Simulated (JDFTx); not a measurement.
Na:

```
Na
1.0
    -2.14100    2.14100    2.14100
     2.14100   -2.14100    2.14100
     2.14100    2.14100   -2.14100
Na
1
Cartesian
  0.0000 0.0000 0.0000
```

- Program: JDFTx 1.7.0 (patched build)
- Task: single point
- Functional: PBEsol
- Potentials or basis: PseudoDojo-SR-PBEsol-0.4.1-standard with smoothed tails
- Cutoff: 1197 eV
- Density cutoff: 4789 eV
- k mesh: 9 × 9 × 9
- Occupations: fermi-dirac, width 0.05 eV
- Spin: no spin polarisation

On this cell: pressure -0.5 GPa; band gap on the k mesh none (metal or under the smearing width).

The same run follows on a disturbed copy (cell strained at random at fixed volume):

```
CELL_PARAMETERS angstrom
-2.05761 2.14356 2.19933
2.10814 -2.08308 2.18937
2.09200 2.11746 -2.13885
ATOMIC_POSITIONS crystal
Na 0.99870 0.99979 0.99469
```

Q: What does the disturbed cell give?

A: The energy (extrapolated to zero smearing) moves by +1.9 meV/atom; pressure -0.5 GPa; band gap on the k mesh none (metal or under the smearing width).

Stress tensor (GPa, compression positive):
```
-0.51 -0.09 -0.15
-0.09 -0.48 -0.20
-0.15 -0.20 -0.62
```

Caveats: the empty levels aren't tightly converged (some runs).
